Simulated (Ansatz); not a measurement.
A run of Ansatz 0.2.0 is set up as follows.

input.yaml

```yaml
crystal:
  lattice:
    - [4.6168523821, 0.0, 0.0]
    - [-2.3084261911, 3.9983114484, 0.0]
    - [0.0, 0.0, 6.653222]
  atoms:
    - { symbol: W, position: [0.5, 0.0, 0.5] }
    - { symbol: W, position: [0.5, 0.5, 0.8333333333] }
    - { symbol: W, position: [0.0, 0.5, 0.1666666667] }
    - { symbol: Si, position: [0.327252, 0.163626, 0.1666666667] }
    - { symbol: Si, position: [0.836374, 0.163626, 0.8333333333] }
    - { symbol: Si, position: [0.163626, 0.327252, 0.5] }
    - { symbol: Si, position: [0.672748, 0.836374, 0.1666666667] }
    - { symbol: Si, position: [0.163626, 0.836374, 0.8333333333] }
    - { symbol: Si, position: [0.836374, 0.672748, 0.5] }
hamiltonian:
  xc: revpbe
  pseudopotentials: { kind: paw }
kpoints:
  mp_grid: { grid: [7, 7, 4] }
scf:
  occupations: { method: fermi_dirac, width: 0.05 }
output:
  forces: true
  stress: true
  eigenvalues: true
  write_density: true
  write_potential: true
  elf: true
  volumetric_format: npy
relax:
  f_tol: 0.01
  max_steps: 40
  cell: { stress_tol: 0.05 }
```

Potentials or basis: Ansatz PAW.

Run with:

```bash
$ ansatz run input.yaml --threads 4 --pin off --max-ram 11264MiB --backend cpu --events-out ev --progress --plain --runs-dir out
```

(1) Predict the space group after relaxing (to 0.05 Å).

(2) Predict the relaxed volume.

Results:

(1) P6_222 (No. 180).

(2) 13.74 Å³/atom.

Caveat: odd divisions of the mesh miss points on the zone boundary, where band edges often lie, so the gap on the mesh can be too wide; spin-orbit coupling is left out, which moves the levels of the heavy elements; the PAW data sets come from PBE, with cores solved anew for the run's functional, which leaves a small shift of forces and pressure.
